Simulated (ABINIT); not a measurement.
Wanted: the native input for an ABINIT 10.8.3 (patched build) run.

```
Task                : band structure
Functional          : PBE
Potentials or basis : JTH PAW PBE v2.0
Cutoff              : 517 eV
k mesh              : 10 × 10 × 5
Occupations         : fermi-dirac, width 0.05 eV
Spin                : no spin polarisation
Fine-grid cutoff    : 1034.03 eV
```

The system is SiC (Moissanite).

```
Si C
1.0
     3.07600    0.00000    0.00000
    -1.53800    2.66389    0.00000
     0.00000    0.00000    5.04800
Si C
2 2
Direct
  0.66667 0.33333 0.50000
  0.33333 0.66667 0.00000
  0.66667 0.33333 0.88500
  0.33333 0.66667 0.38500
```

These files were run (other wordings do the same):

run.abi

```
# Datasets: ground state, then fixed potential
ndtset 2

# Pseudopotentials
pp_dirpath "./"
pseudos "Si.GGA_PBE-JTH.xml, C.GGA_PBE-JTH.xml"

# Structure
acell 3.076 3.076 5.048 Angstrom
rprim
     1.0000000000     0.0000000000     0.0000000000
    -0.5000000000     0.8660254038     0.0000000000
     0.0000000000     0.0000000000     1.0000000000
ntypat 2
znucl 14 6
natom 4
typat 1 1 2 2
xred
     0.6666666667     0.3333333333     0.5000000000
     0.3333333333     0.6666666667     0.0000000000
     0.6666666667     0.3333333333     0.8850000000
     0.3333333333     0.6666666667     0.3850000000

# Plane-wave basis
ecut 19.0
pawecutdg 38.0
pawxcdev 0

# Exchange and correlation
ixc 11

# Bands and occupations
occopt 3
tsmear 0.05 eV

# SCF cycle
nstep 100

# Output
iomode 3
prtwf 0
prteig 0
prtebands 0
prtden1 1
prtvha1 1
prtvclmb1 1
prtpot1 1

# Dataset 1
kptopt1 1
ngkpt1 10 10 5
nshiftk1 1
shiftk1 0.0 0.0 0.0
nband1 12
tolvrs1 1.0e-9

# Dataset 2: bands along G-M-K-G-A-L-H-A
iscf2 -2
getden2 1
nband2 18
nbdbuf2 4
tolwfr2 1.0e-11
kptopt2 -7
ndivsm2 5
prteig2 1
kptbounds2
     0.0000000000     0.0000000000     0.0000000000
     0.5000000000     0.0000000000     0.0000000000
     0.3333333333     0.3333333333     0.0000000000
     0.0000000000     0.0000000000     0.0000000000
     0.0000000000     0.0000000000     0.5000000000
     0.5000000000     0.0000000000     0.5000000000
     0.3333333333     0.3333333333     0.5000000000
     0.0000000000     0.0000000000     0.5000000000
```

Potentials or basis: JTH PAW PBE v2.0.

Run with:

```sh
$ abinit run.abi > log 2>&1
```

It gave:

```yaml
Pressure: 3.1 GPa
Largest_force: 0.740 eV/Å
Band_gap_on_the_k_mesh: 2.49 eV, indirect (least direct gap 4.10 eV)
Band_gap_along_the_path: 2.33 eV, indirect (least direct gap 4.10 eV)
Valence_electrons_inside_the_program's_atomic_spheres: Si 1.67; C 2.58
```

Caveat: the mesh misses the band edges, which the band path finds closer together.

It took 53 s on 1 thread of Arm Neoverse V1, with other jobs on the host, peak memory 0.11 GiB.
